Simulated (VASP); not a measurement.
# InP (F-43m) in VASP: further runs, part 2 of 2

VASP 6.6.1. The steps go on from the part before.

### 4 Relaxation of cell and atoms, PBE

INCAR reads:

```
  PREC = Accurate
  ENCUT = 300
  EDIFF = 1E-6
  ISMEAR = 0
  SIGMA = 0.03
  LREAL = F
  LASPH = T
  NELM = 80
  ALGO = Normal
  ISIF = 3
  LWAVE = F
  LCHARG = F
  GGA = PE
  IBRION = 2
  NSW = 90
  EDIFFG = -0.01
```

KPOINTS reads:

```
regular mesh
0
Gamma
  4 4 4
```

POSCAR reads:

```
InP
1.0
    0.0000000000      2.9305000000      2.9305000000
    2.9305000000      0.0000000000      2.9305000000
    2.9305000000      2.9305000000      0.0000000000
In P
1 1
Direct
    0.0000000000      0.0000000000      0.0000000000
    0.2500000000      0.2500000000      0.2500000000
```

Potentials or basis: VASP PAW PBE potentials, release 64 (In, P).

The run is started by

```console
$ cat potpaw_PBE.64/In/POTCAR potpaw_PBE.64/P/POTCAR > POTCAR
$ mpirun -np 1 vasp_std > vasp.out
```

Wall time 4.3 s (1 thread of Intel Xeon 6975P-C (Granite Rapids), shared host); peak memory 0.13 GiB.

The run converged. Its results:

```yaml
Free_energy: -8.2352 eV
Relaxed_volume: 27.01 Å³/atom
Relaxed_cell: a = 4.243 Å, b = 4.243 Å, c = 4.243 Å, α = 60.00°, β = 60.00°, γ = 60.00°
Space_group_after_relaxing_to_0.05_Å: F-43m (No. 216)
Energy_gained_by_relaxing: 28.1 meV/atom
Ionic_steps: 3
Pressure_after_relaxing: 0.0 GPa
Band_gap_on_the_k_mesh: 0.36 eV, direct
```

The path:
```
step  energy change (eV)  largest force (eV/Å)  pressure (GPa)  volume (Å³)
   1              0.0000                0.0000            5.22        50.33
   2             -0.0352                0.0000           -2.53        56.54
   3             -0.0561                0.0000            0.01        54.03
```

Final structure:
```cif
data_structure
_symmetry_space_group_name_H-M 'P 1'
_symmetry_Int_Tables_number 1
_cell_length_a 4.2434
_cell_length_b 4.2434
_cell_length_c 4.2434
_cell_angle_alpha 60.000
_cell_angle_beta 60.000
_cell_angle_gamma 60.000
_cell_volume 54.03
loop_
_atom_site_label
_atom_site_type_symbol
_atom_site_fract_x
_atom_site_fract_y
_atom_site_fract_z
_atom_site_occupancy
In1 In 0.00000 0.00000 0.00000 1
P1 P 0.25000 0.25000 0.25000 1
```

Levels at points of the mesh, in eV from the valence-band top:
```
           k point  band 1  band 2  band 3  band 4  band 5  band 6  band 7  band 8
(0.00, 0.00, 0.00)  -11.04    0.00    0.00    0.00    0.36    4.09    4.09    4.09
(0.50, 0.00, 0.00)   -9.69   -5.36   -0.87   -0.87    1.35    4.80    4.80    6.93
(0.50, 0.50, 0.00)   -9.13   -5.45   -2.09   -2.09    1.87    2.28    8.80    9.13
```

Caveat: the k mesh is coarse (spacing up to 0.46 Å⁻¹), so the values aren't converged; the cutoff is under 1.25 times the usual one of these potentials, so pressure, stress and relaxed cells hold a basis-set (Pulay) error; spin-orbit coupling is left out, which moves the levels of the heavy elements.

### 5 Relaxation of cell and atoms, PBE

This run uses another cell than the first one, of 27.01 Å³/atom, 1.073 times its volume.

Edit INCAR of step 4 so:

```diff
@@ -2,3 +2,3 @@
   ENCUT = 300
-  EDIFF = 1E-6
+  EDIFF = 1E-7
   ISMEAR = 0
@@ -15,2 +15,2 @@
   NSW = 90
-  EDIFFG = -0.01
+  EDIFFG = -0.005
```

KPOINTS is that of step 4.

POSCAR reads:

```
InP                                     
1.0
   -0.0000000000      3.0005060191      3.0005060191
    3.0005060191     -0.0000000000      3.0005060191
    3.0005060191      3.0005060191     -0.0000000000
  In              P             
     1     1
Direct
     0.0000000000000000    0.0000000000000000    0.0000000000000000
     0.2500000000000000    0.2500000000000000    0.2500000000000000
```

Potentials or basis: VASP PAW PBE potentials, release 64 (In, P).

The run is started by

```console
$ cat potpaw_PBE.64/In/POTCAR potpaw_PBE.64/P/POTCAR > POTCAR
$ mpirun -np 1 vasp_std > vasp.out
```

OUTCAR:

```text
PREC = Accurate
   ENCUT = 300
   EDIFF = 1E-7
   ISMEAR = 0
   LREAL = F
   LASPH = T
   NELM = 80
   ISIF = 3
   GGA = PE
   IBRION = 2
   NSW = 90
   EDIFFG = -0.005

 ion  position               nearest neighbor table
   1  0.000  0.000  0.000-   2 2.60   2 2.60   2 2.60   2 2.60
   2  0.250  0.250  0.250-   1 2.60   1 2.60   1 2.60   1 2.60

  LATTYP: Found a face centered cubic cell.
 ALAT       =     6.0010120382

  Lattice vectors:

 A1 = (   0.0000000000,   3.0005060191,   3.0005060191)
 A2 = (   3.0005060191,   0.0000000000,   3.0005060191)
 A3 = (   3.0005060191,   3.0005060191,   0.0000000000)

Analysis of symmetry for initial positions (statically):
=====================================================================
 Subroutine PRICEL returns:
 Original cell was already a primitive cell.

 Routine SETGRP: Setting up the symmetry group for a
 face centered cubic supercell.

 Subroutine GETGRP returns: Found 24 space group operations
 (whereof 24 operations were pure point group operations)
 out of a pool of 48 trial point group operations.

[... 151 lines left out ...]
 fundamental gap:      0.3568010898
 Fermi energy:         3.4324237026

 k-point     1 :       0.0000    0.0000    0.0000
  band No.  band energies     occupation
      1      -7.7716      2.00000
      2       3.2694      2.00000
      3       3.2694      2.00000
      4       3.2694      2.00000
      5       3.6262      0.00000
      6       7.3622      0.00000
      7       7.3622      0.00000
      8       7.3622      0.00000
[... 67 lines left out ...]
 k-point     8 :      -0.2500    0.5000    0.2500
  band No.  band energies     occupation
      1      -5.8230      2.00000
      2      -2.0374      2.00000
      3       0.5835      2.00000
      4       0.6635      2.00000
      5       7.3840      0.00000
      6       7.5518      0.00000
      7       8.6591      0.00000
      8       9.4793      0.00000

------------------------ aborting loop because EDIFF is reached ----------------------------------------

  FORCE on cell =-STRESS in cart. coord.  units (eV):
  Direction    XX          YY          ZZ          XY          YZ          ZX
  --------------------------------------------------------------------------------------
  -------------------------------------------------------------------------------------
  Total        0.0098421      0.0098421      0.0098421     -0.0000000     -0.0000000     -0.0000000
  in kB        0.2918676      0.2918676      0.2918676     -0.0000000     -0.0000000     -0.0000000
  external PRESSURE =       0.2918676 kB  Pullay stress =       0.0000000 kB

 VOLUME and BASIS-vectors are now :
 -----------------------------------------------------------------------------
  energy-cutoff  :      300.00
  volume of cell :       54.03
      direct lattice vectors                 reciprocal lattice vectors
     0.000000000  3.000506019  3.000506019    -0.166638559  0.166638559  0.166638559
     3.000506019  0.000000000  3.000506019     0.166638559 -0.166638559  0.166638559
     3.000506019  3.000506019  0.000000000     0.166638559  0.166638559 -0.166638559

 POSITION                                       TOTAL-FORCE (eV/Angst)
 -----------------------------------------------------------------------------------
      0.00000      0.00000      0.00000        -0.000000      0.000000     -0.000000
      1.50025      1.50025      1.50025         0.000000     -0.000000      0.000000
 -----------------------------------------------------------------------------------
    total drift:                               -0.000000     -0.000000     -0.000000

  FREE ENERGIE OF THE ION-ELECTRON SYSTEM (eV)
  ---------------------------------------------------
  free  energy   TOTEN  =        -8.2371681018 eV

  energy  without entropy=       -8.2371681018  energy(sigma->0) =       -8.23716810

 reached required accuracy - stopping structural energy minimisation
```

OSZICAR:

```text
N       E                     dE             d eps       ncg     rms          rms(c)
DAV:   1     0.106606510583E+02    0.10661E+02   -0.26274E+03   128   0.526E+02
DAV:   2    -0.823831184761E+01   -0.18899E+02   -0.18747E+02   216   0.778E+01
DAV:   3    -0.867690845503E+01   -0.43860E+00   -0.43860E+00   144   0.155E+01
DAV:   4    -0.867962423015E+01   -0.27158E-02   -0.27158E-02   176   0.135E+00
DAV:   5    -0.867963396317E+01   -0.97330E-05   -0.97330E-05   152   0.696E-02    0.544E+00
DAV:   6    -0.828831232191E+01    0.39132E+00   -0.11135E+00   136   0.433E+00    0.320E+00
DAV:   7    -0.823955531233E+01    0.48757E-01   -0.25712E-01   144   0.233E+00    0.131E+00
DAV:   8    -0.823656145520E+01    0.29939E-02   -0.18072E-02   136   0.796E-01    0.254E-01
DAV:   9    -0.823686160354E+01   -0.30015E-03   -0.13849E-03   160   0.225E-01    0.138E-01
DAV:  10    -0.823714473573E+01   -0.28313E-03   -0.37217E-04   136   0.137E-01    0.149E-02
DAV:  11    -0.823716451086E+01   -0.19775E-04   -0.39344E-05   192   0.362E-02    0.176E-02
DAV:  12    -0.823716804925E+01   -0.35384E-05   -0.88815E-06   136   0.192E-02    0.273E-03
DAV:  13    -0.823716810178E+01   -0.52527E-07   -0.14681E-07   184   0.269E-03
   1 F= -.82371681E+01 E0= -.82371681E+01  d E =-.823717E+01
```

It took 2 s on 1 thread of Intel Xeon 6975P-C (Granite Rapids), shared host; peak memory 0.13 GiB.

What came out:

* Free energy: -8.2372 eV
* Pressure after relaxing: 0.0 GPa
* Band gap on the k mesh: 0.36 eV, direct

Final structure:
```
CELL_PARAMETERS angstrom
0.00000 3.00051 3.00051
3.00051 0.00000 3.00051
3.00051 3.00051 0.00000
ATOMIC_POSITIONS crystal
In 0.00000 0.00000 0.00000
P 0.25000 0.25000 0.25000
```

Caveat: the k mesh is coarse (spacing up to 0.45 Å⁻¹), so the values aren't converged; the cutoff is under 1.25 times the usual one of these potentials, so pressure, stress and relaxed cells hold a basis-set (Pulay) error; the relaxation stopped at its first step, so nothing moved; spin-orbit coupling is left out, which moves the levels of the heavy elements.

### 6 Relaxation of the atoms, PBE (a relaxed cell with its volume scaled by 0.94)

Edit INCAR of step 5 so:

```diff
@@ -9,3 +9,3 @@
   ALGO = Normal
-  ISIF = 3
+  ISIF = 2
   LWAVE = F
@@ -14,3 +14,3 @@
   IBRION = 2
-  NSW = 90
-  EDIFFG = -0.005
+  NSW = 40
+  EDIFFG = -0.01
```

KPOINTS is that of step 5.

POSCAR reads:

```
InP                                     
1.0
    0.0000000000      2.9392540154      2.9392540154
    2.9392540154      0.0000000000      2.9392540154
    2.9392540154      2.9392540154      0.0000000000
  In              P             
     1     1
Direct
     0.0000000000000000    0.0000000000000000    0.0000000000000000
     0.2500000000000000    0.2500000000000000    0.2500000000000000
```

Potentials or basis: VASP PAW PBE potentials, release 64 (In, P).

The run is started by

```console
$ cat potpaw_PBE.64/In/POTCAR potpaw_PBE.64/P/POTCAR > POTCAR
$ mpirun -np 1 vasp_std > vasp.out
```

It took 2 s on 1 thread of Intel Xeon 6975P-C (Granite Rapids), shared host; peak memory 0.13 GiB.

Results (log left out):

| Quantity | Value |
| --- | --- |
| Free energy | -8.1929 eV |
| Pressure after relaxing | 4.5 GPa |
| Band gap on the k mesh | 0.70 eV, direct |

Final structure:
```xyz
2
Lattice="0.0000 2.9393 2.9393 2.9393 0.0000 2.9393 2.9393 2.9393 0.0000" Properties=species:S:1:pos:R:3 pbc="T T T"
In    0.0000    0.0000    0.0000
P     1.4696    1.4696    1.4696
```

Levels at points of the mesh, in eV from the valence-band top:
| k point | band 2 | band 3 | band 4 | band 5 | band 6 | band 7 |
| --- | --- | --- | --- | --- | --- | --- |
| (0.00, 0.00, 0.00) | 0.00 | 0.00 | 0.00 | 0.70 | 4.11 | 4.11 |
| (0.50, 0.00, 0.00) | -5.67 | -0.96 | -0.96 | 1.51 | 4.82 | 4.82 |
| (0.50, 0.50, 0.00) | -5.70 | -2.29 | -2.29 | 1.77 | 2.29 | 9.17 |

Caveat: the k mesh is coarse (spacing up to 0.46 Å⁻¹), so the values aren't converged; the cutoff is under 1.25 times the usual one of these potentials, so pressure, stress and relaxed cells hold a basis-set (Pulay) error; the relaxation stopped at its first step, so nothing moved; spin-orbit coupling is left out, which moves the levels of the heavy elements.

### 7 Overview

```csv
task,level,potentials or basis,cell,k mesh,cutoff (eV),mesh quality,gap on the mesh (eV),pressure (GPa)
relaxation of cell and atoms,PBE+D3(BJ),"VASP PAW PBE potentials, release 64 (In_d, P)",relaxed,8 × 8 × 8,600,not flagged,0.62,0.0
relaxation of cell and atoms,PBE,"VASP PAW PBE potentials, release 64 (In, P)",relaxed,4 × 4 × 4,300,coarse,0.36,0.0
relaxation of the atoms,PBE,"VASP PAW PBE potentials, release 64 (In, P)",atoms relaxed from: a relaxed cell with its volume scaled by 0.94,4 × 4 × 4,300,coarse,0.70,4.5
```

Alike in all rows: no spin polarisation; smearing gaussian 0.03 eV.

Caveats: some runs use coarse meshes; the relaxation stopped at its first step, so nothing moved; spin-orbit coupling is left out, which moves the levels of the heavy elements; the cutoff is under 1.25 times the usual one of these potentials, so pressure, stress and relaxed cells hold a basis-set (Pulay) error (some runs).

Total energies depend on the potentials used, so only differences within one code and one set of settings carry meaning.
